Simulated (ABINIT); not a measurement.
Here is an ABINIT 10.8.3 (patched build) calculation.

Contents of run.abi:

```
# Pseudopotentials
pp_dirpath "./"
pseudos "As.upf, Ga.upf"

# Structure
acell 3*1.0 Angstrom
rprim
     0.0000000000     2.8268500000     2.8268500000
     2.8268500000     0.0000000000     2.8268500000
     2.8268500000     2.8268500000     0.0000000000
ntypat 2
znucl 33 31
natom 2
typat 1 2
xcart
     4.2402750000     4.2402750000     4.2402750000
     0.0000000000     0.0000000000     0.0000000000 Angstrom

# Plane-wave basis
ecut 979.609905 eV

# k points
kptopt 1
ngkpt 6 6 6
nshiftk 1
shiftk 0.0 0.0 0.0

# Exchange and correlation
ixc 7

# Bands and occupations
nband 18
occopt 3
tsmear 0.05 eV

# SCF cycle
nstep 100
tolvrs 1.0e-10

# Output
iomode 3
prtwf 0
prtden 0
prteig 0
prtebands 0
enunit 1
```

Potentials or basis: PseudoDojo NC SR LDA v0.4.1 standard.

Launch:

```console
$ abinit run.abi > log 2>&1
```

(1) Estimate the band gap on the k mesh.

Results:

(1) 0.28 eV, direct.

**Measured values to compare with.**

From “Evidence of valence band perturbations in GaAsN/GaAs(001): A combined variable-angle spectroscopic ellipsometry and modulated photoreflectance investigation”, 2008, arxiv:0805.2212, for a bulk crystal of GaAs at 300 K: band gap 1.418 ± 0.005 eV (direct).

Against the measured gap of GaAs, 1.418 eV (direct; 300 K; “Evidence of valence band perturbations in GaAsN/GaAs(001): A combined variable-angle spectroscopic ellipsometry and modulated photoreflectance investigation”, 2008, arxiv:0805.2212), the calculated 0.28 eV is off by -1.14 eV. So large a miss can be the level of theory's own, or it may mean another phase, state or a wrong row. 3 values of this kind are on record (1.412 to 1.51 eV); this one was drawn at random among those near their median, those with a stated uncertainty first. Spin-orbit coupling on As, Ga is left out. The value is that of LDA, without temperature or zero-point motion. Semilocal functionals fall short of measured gaps as a rule.
